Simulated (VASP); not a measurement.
# Os (P6_3/mmc) in VASP: settings compared, part 2 of 3

VASP 6.6.1. The steps go on from the part before.

## Step 4: Band structure, revTPSS

The input, INCAR:

```
PREC = Accurate
ENCUT = 520
EDIFF = 1E-6
ISMEAR = -1
SIGMA = 0.05
LREAL = False
LASPH = True
NELM = 100
ALGO = Normal
ISIF = 2
LWAVE = False
LCHARG = False
LMAXMIX = 4
METAGGA = RTPSS
LMIXTAU = True
NBANDS = 15
```

The input, KPOINTS:

```
regular mesh
0
Gamma
  11 11 6
```

The input, POSCAR:

```
Os
1.0
    2.7341000000      0.0000000000      0.0000000000
   -1.3670500000      2.3678000565      0.0000000000
    0.0000000000      0.0000000000      4.3197000000
Os
2
Direct
    0.6666666667      0.3333333333      0.7500000000
    0.3333333333      0.6666666667      0.2500000000
```

The input, KPOINTS_OPT:

```
path GMKGALHA,LM,KH
10
line-mode
reciprocal
 0.0000000000  0.0000000000  0.0000000000  G
 0.5000000000  0.0000000000  0.0000000000  M

 0.5000000000  0.0000000000  0.0000000000  M
 0.3333333333  0.3333333333  0.0000000000  K

 0.3333333333  0.3333333333  0.0000000000  K
 0.0000000000  0.0000000000  0.0000000000  G

 0.0000000000  0.0000000000  0.0000000000  G
 0.0000000000  0.0000000000  0.5000000000  A

 0.0000000000  0.0000000000  0.5000000000  A
 0.5000000000  0.0000000000  0.5000000000  L

 0.5000000000  0.0000000000  0.5000000000  L
 0.3333333333  0.3333333333  0.5000000000  H

 0.3333333333  0.3333333333  0.5000000000  H
 0.0000000000  0.0000000000  0.5000000000  A

 0.5000000000  0.0000000000  0.5000000000  L
 0.5000000000  0.0000000000  0.0000000000  M

 0.3333333333  0.3333333333  0.0000000000  K
 0.3333333333  0.3333333333  0.5000000000  H
```

Launch:

```
> cat potpaw_PBE.64/Os/POTCAR > POTCAR
> mpirun -np 1 vasp_std > vasp.out
```

Run time: 1.8 min. Hardware: 1 thread of Intel Xeon Platinum 8488C (Sapphire Rapids), shared host; peak memory 0.17 GiB.

It converged, with:

* Free energy: 56.0347 eV
* Pressure: -3.8 GPa
* Band gap along the path: none (metal or under the smearing width)

Stress tensor (GPa, compression positive):
```
-3.98  0.00  0.00
 0.00 -3.98  0.00
 0.00  0.00 -3.58
```

Levels at the corners of the path, in eV from the Fermi level:
| point | band 6 | band 7 | band 8 | band 9 | band 10 | band 11 |
| --- | --- | --- | --- | --- | --- | --- |
| Γ | -2.17 | -2.17 | -1.52 | -1.52 | 0.04 | 1.73 |
| M | -2.54 | -1.83 | 2.10 | 2.66 | 2.77 | 4.49 |
| M | -2.54 | -1.83 | 2.10 | 2.66 | 2.77 | 4.49 |
| K | -3.41 | -1.29 | 1.54 | 1.54 | 2.11 | 5.53 |
| K | -3.41 | -1.29 | 1.54 | 1.54 | 2.11 | 5.53 |
| Γ | -2.17 | -2.17 | -1.52 | -1.52 | 0.04 | 1.73 |
| Γ | -2.17 | -2.17 | -1.52 | -1.52 | 0.04 | 1.73 |
| A | -3.22 | -3.22 | -3.22 | 0.94 | 0.94 | 0.94 |
| A | -3.22 | -3.22 | -3.22 | 0.94 | 0.94 | 0.94 |
| L | -1.17 | -0.12 | -0.12 | 2.43 | 2.43 | 3.36 |
| L | -1.17 | -0.12 | -0.12 | 2.43 | 2.43 | 3.36 |
| H | -3.40 | -1.32 | -1.32 | 1.69 | 1.69 | 8.42 |
| H | -3.40 | -1.32 | -1.32 | 1.69 | 1.69 | 8.42 |
| A | -3.22 | -3.22 | -3.22 | 0.94 | 0.94 | 0.94 |
| L | -1.17 | -0.12 | -0.12 | 2.43 | 2.43 | 3.36 |
| M | -2.54 | -1.83 | 2.10 | 2.66 | 2.77 | 4.49 |
| K | -3.41 | -1.29 | 1.54 | 1.54 | 2.11 | 5.53 |
| H | -3.40 | -1.32 | -1.32 | 1.69 | 1.69 | 8.42 |

Caveat: the PAW data sets were made with another functional, which shifts forces and pressure a little; spin-orbit coupling is left out, which moves the levels of the heavy elements.

## Step 5: Band structure, MS2

The input, INCAR:

```
SYSTEM = Os
PREC = Accurate ; ENCUT = 520
EDIFF = 1E-6 ; ISMEAR = -1
SIGMA = 0.05 ; LREAL = .FALSE.
LASPH = .TRUE. ; NELM = 100
ALGO = Normal ; ISIF = 2
LWAVE = .FALSE. ; LCHARG = .FALSE.
LMAXMIX = 4 ; METAGGA = MS2
LMIXTAU = .TRUE. ; NBANDS = 15
```

The input, KPOINTS:

```
regular mesh
0
G
  11 11 6
  0 0 0
```

POSCAR is that of step 4.

Changes to KPOINTS_OPT since step 4:

```diff
@@ -1,3 +1,3 @@
 path GMKGALHA,LM,KH
-10
+15
 line-mode
```

Potentials or basis: VASP PAW PBE potentials, release 64 (Os).

Launch:

```
> cat potpaw_PBE.64/Os/POTCAR > POTCAR
> mpirun -np 1 vasp_std > vasp.out
```

OUTCAR:

```text
SYSTEM = Os
   PREC = Accurate
   ENCUT = 520
   EDIFF = 1E-6
   ISMEAR = -1
   LREAL = .FALSE.
   LASPH = .TRUE.
   NELM = 100
   ISIF = 2
   METAGGA = MS2

 ion  position               nearest neighbor table
   1  0.667  0.333  0.750-   2 2.68   2 2.68   2 2.68   2 2.68   2 2.68   2 2.68
   2  0.333  0.667  0.250-   1 2.68   1 2.68   1 2.68   1 2.68   1 2.68   1 2.68

  LATTYP: Found a hexagonal cell.
 ALAT       =     2.7341000000
 C/A-ratio  =     1.5799348963

  Lattice vectors:

 A1 = (   2.7341000000,   0.0000000000,   0.0000000000)
 A2 = (  -1.3670500000,   2.3678000565,   0.0000000000)
 A3 = (   0.0000000000,   0.0000000000,   4.3197000000)

Analysis of symmetry for initial positions (statically):
=====================================================================
 Subroutine PRICEL returns:
 Original cell was already a primitive cell.

 Routine SETGRP: Setting up the symmetry group for a
 hexagonal supercell.

 Subroutine GETGRP returns: Found 24 space group operations
 (whereof 12 operations were pure point group operations)
 out of a pool of 24 trial point group operations.

The static configuration has the point symmetry D_3d.
[... 177 lines left out ...]
      6       7.0840      2.00000
      7       7.0840      2.00000
      8       7.7432      2.00000
      9       7.7432      2.00000
     10       9.2072      1.56482
     11      11.0249      0.00000
     12      11.0249      0.00000
     13      18.4205      0.00000
     14      23.3507      0.00000
[... 401 lines left out ...]
      2       3.0228      2.00000
      3       4.4439      2.00000
      4       4.6842      2.00000
      5       5.9721      2.00000
      6       6.5958      2.00000
      7       7.1699      2.00000
      8       8.1468      2.00000
      9       8.7614      1.99993
     10       9.1539      1.82510
     11      11.4757      0.00000
     12      14.8734      0.00000
     13      19.8727      0.00000
     14      24.4879      0.00000
     15      25.5737      0.00000

 [... further k-points ...]

------------------------ aborting loop because EDIFF is reached ----------------------------------------

  FORCE on cell =-STRESS in cart. coord.  units (eV):
  Direction    XX          YY          ZZ          XY          YZ          ZX
  --------------------------------------------------------------------------------------
  -------------------------------------------------------------------------------------
  Total       -0.9353469     -0.9353469     -0.9447525     -0.0000000      0.0000000     -0.0000000
  in kB      -53.5883384    -53.5883384    -54.1272093     -0.0000000      0.0000000     -0.0000000
  external PRESSURE =     -53.7679621 kB  Pullay stress =       0.0000000 kB

 VOLUME and BASIS-vectors are now :
 -----------------------------------------------------------------------------
  energy-cutoff  :      520.00
  volume of cell :       27.96
      direct lattice vectors                 reciprocal lattice vectors
     2.734100000  0.000000000  0.000000000     0.365751070  0.211166479  0.000000000
    -1.367050000  2.367800057  0.000000000     0.000000000  0.422332957  0.000000000
     0.000000000  0.000000000  4.319700000     0.000000000  0.000000000  0.231497558

 POSITION                                       TOTAL-FORCE (eV/Angst)
 -----------------------------------------------------------------------------------
      1.36705      0.78927      3.23977        -0.000000     -0.000000      0.000000
     -0.00000      1.57853      1.07993         0.000000      0.000000      0.000000
 -----------------------------------------------------------------------------------
    total drift:                               -0.000000      0.000000     -0.000000

  FREE ENERGIE OF THE ION-ELECTRON SYSTEM (eV)
  ---------------------------------------------------
  free  energy   TOTEN  =        12.1681844053 eV

  energy  without entropy=       12.1811879174  energy(sigma->0) =       12.17468616
```

OSZICAR:

```text
N       E                     dE             d eps       ncg     rms          rms(c)
DAV:   1     0.148508653353E+03    0.14851E+03   -0.78534E+03  1920   0.108E+03
DAV:   2     0.237566815325E+02   -0.12475E+03   -0.10938E+03  1969   0.332E+02
[... 33 lines left out ...]
DAV:   6     0.550843058674E+04   -0.26641E-03     2364
DAV:   7     0.550843058207E+04   -0.46671E-05     2183
DAV:   8     0.550843058184E+04   -0.23128E-06     1626
       N       E                     dE             ncg
DAV:   1     0.417816414606E+05   -0.43233E+04      210
DAV:   2     0.409545858491E+05   -0.82706E+03      231
DAV:   3     0.409231834282E+05   -0.31402E+02      280
DAV:   4     0.409229718257E+05   -0.21160E+00      238
DAV:   5     0.409229698327E+05   -0.19930E-02      238
DAV:   6     0.409229697911E+05   -0.41572E-04      266
DAV:   7     0.409229697899E+05   -0.11843E-05      236
DAV:   8     0.409229697899E+05   -0.39763E-07      126
```

It took 2 min on 1 thread of Intel Xeon Platinum 8488C (Sapphire Rapids), shared host; peak memory 0.16 GiB.

Results:

```
Free energy             : 12.1682 eV
Pressure                : -5.4 GPa
Band gap along the path : none (metal or under the smearing width)
```

Levels at the corners of the path, in eV from the Fermi level:
```
point  band 4  band 5  band 6  band 7  band 8  band 9  band 10  band 11  band 12  band 13
    Γ   -3.05   -2.78   -2.19   -2.19   -1.53   -1.53    -0.06     1.75     1.75     9.15
    M   -3.55   -2.99   -2.58   -1.87    2.13    2.70     2.81     4.49     5.78     9.39
    M   -3.55   -2.99   -2.58   -1.87    2.13    2.70     2.81     4.49     5.78     9.39
    K   -4.68   -3.45   -3.45   -1.31    1.56    1.56     2.14     5.42     5.42     7.14
    K   -4.68   -3.45   -3.45   -1.31    1.56    1.56     2.14     5.42     5.42     7.14
    Γ   -3.05   -2.78   -2.19   -2.19   -1.53   -1.53    -0.06     1.75     1.75     9.15
    Γ   -3.05   -2.78   -2.19   -2.19   -1.53   -1.53    -0.06     1.75     1.75     9.15
    A   -3.60   -3.24   -3.24   -3.24   -3.24    0.96     0.96     0.96     0.96    13.79
    A   -3.60   -3.24   -3.24   -3.24   -3.24    0.96     0.96     0.96     0.96    13.79
    L   -5.37   -1.18   -1.18   -0.20   -0.20    2.47     2.47     3.36     3.36     9.21
    L   -5.37   -1.18   -1.18   -0.20   -0.20    2.47     2.47     3.36     3.36     9.21
    H   -5.02   -3.47   -3.47   -1.32   -1.32    1.70     1.70     8.40     8.40     9.50
    H   -5.02   -3.47   -3.47   -1.32   -1.32    1.70     1.70     8.40     8.40     9.50
    A   -3.60   -3.24   -3.24   -3.24   -3.24    0.96     0.96     0.96     0.96    13.79
    L   -5.37   -1.18   -1.18   -0.20   -0.20    2.47     2.47     3.36     3.36     9.21
    M   -3.55   -2.99   -2.58   -1.87    2.13    2.70     2.81     4.49     5.78     9.39
    K   -4.68   -3.45   -3.45   -1.31    1.56    1.56     2.14     5.42     5.42     7.14
    H   -5.02   -3.47   -3.47   -1.32   -1.32    1.70     1.70     8.40     8.40     9.50
```

Caveat: the PAW data sets were made with another functional, which shifts forces and pressure a little; spin-orbit coupling is left out, which moves the levels of the heavy elements.

[end of part 2 of 3]
